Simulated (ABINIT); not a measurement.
The system is La.

```
CELL_PARAMETERS angstrom
-2.12383 2.12383 2.12383
2.12383 -2.12383 2.12383
2.12383 2.12383 -2.12383
ATOMIC_POSITIONS crystal
La 0.00000 0.00000 0.00000
```

This isn't the form of La at room conditions, which is double hcp.

| Property | Result |
| --- | --- |
| Program | ABINIT 10.8.3 (patched build) |
| Task | single point |
| Functional | PBE |
| Potentials or basis | JTH PAW PBE v2.0 |
| Cutoff | 544 eV |
| k mesh | 9 × 9 × 9 |
| Occupations | fermi-dirac, width 0.05 eV |
| Spin | no spin polarisation |

On this cell: pressure -0.4 GPa; band gap on the k mesh none (metal or under the smearing width).

The same run follows on a disturbed copy (cell strained at random at fixed volume):

```xyz
1
Lattice="-2.1045 2.1793 2.1245 2.1382 -2.1291 2.1080 2.0848 2.1094 -2.0743" Properties=species:S:1:pos:R:3 pbc="T T T"
La   -0.0339   -0.0301   -0.0394
```

Q: What does the disturbed cell give?

A: The energy (extrapolated to zero smearing) moves by -0.2 meV/atom; pressure -0.5 GPa; band gap on the k mesh none (metal or under the smearing width).

Stress tensor (GPa, compression positive):
```
-0.72  0.08 -0.14
 0.08 -0.05 -0.19
-0.14 -0.19 -0.60
```
